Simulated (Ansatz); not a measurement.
A computed series for NaF: pressure series

Base system: NaF in the rock salt structure (space group Fm-3m, No. 225).

```
NaF
1.0
    0.00000     2.35059     2.35059
    2.35059     0.00000     2.35059
    2.35059     2.35059     0.00000
Na F
1 1
Direct
  0.00000   0.00000   0.00000
  0.50000   0.50000   0.50000
```

Cell and atoms are relaxed at each pressure.

Calculations: PBE (Ansatz, a quantum-chemistry and plane-wave program), scalar-relativistic without spin-orbit coupling.

```tsv
pressure (GPa)	band gap (eV)
-2	5.84
-1	5.97
0	6.09
0.3	6.12
0.7	?
1.5	6.25
3	6.40
5	6.58
10	6.97
```

### Question
Fit E_g = E₀ + αP + βP² to the rows shown and predict the withheld row.

### Answer
Least squares on the printed values gives E₀ = 6.08 eV, α = 113 meV/GPa, β = -2.5 meV/GPa² (largest residual 0.01 eV); this predicts 6.16 eV, and the run gives 6.17 eV, in agreement.

Load acts through the strain it causes; cell and atoms are relaxed under it. Stability against distortions was not tested. Competing high-pressure phases were not computed.
